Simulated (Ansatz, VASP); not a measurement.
BN: VASP beside Ansatz

```
B N
1.0
     0.00000    3.39046    2.13360
     1.21408    0.00000    2.13360
     1.21408    3.39046    0.00000
B N
1 1
Direct
  0.00005 0.00005 0.99995
  0.66665 0.66665 0.33335
```

Change from the starting cell: strain -0.030 along x and y, -0.015 along z, atoms carried along.

Alike in both runs: task single point; functional PBE; dispersion D3(BJ); k mesh 12 × 12 × 12; occupations gaussian, width 0.05 eV; no spin polarisation.

|  | VASP | Ansatz |
| --- | --- | --- |
| version | VASP 6.6.1 | Ansatz 0.2.0 |
| potentials or method | VASP PAW PBE potentials, release 64 (B, N) | scalar-relativistic, plane waves, PAW |
| plane-wave cutoff (eV) | 520 | 420 |
| valence electrons in the cell | 8 | 8 |

Ansatz gave:

* gap on the k mesh at the Fermi level (eV): 3.78
* least direct gap on the mesh (eV): 4.73
* pressure (GPa): 18.9
* largest component of the traceless stress (GPa): 19.55
* rms of the force components (eV/Å): 0.151

Question: Which values does VASP return?

Answer: gap on the k mesh at the Fermi level (eV): 3.78; least direct gap on the mesh (eV): 4.73; pressure (GPa): 19.0; largest component of the traceless stress (GPa): 19.77; rms of the force components (eV/Å): 0.151.

Atom by atom the forces differ by 0.000 eV/Å (rms over components).

Caveats: so large a pressure means that the cell lies far from this level's equilibrium, or that cutoff or potentials fall short (VASP). A k mesh can miss the band edges.
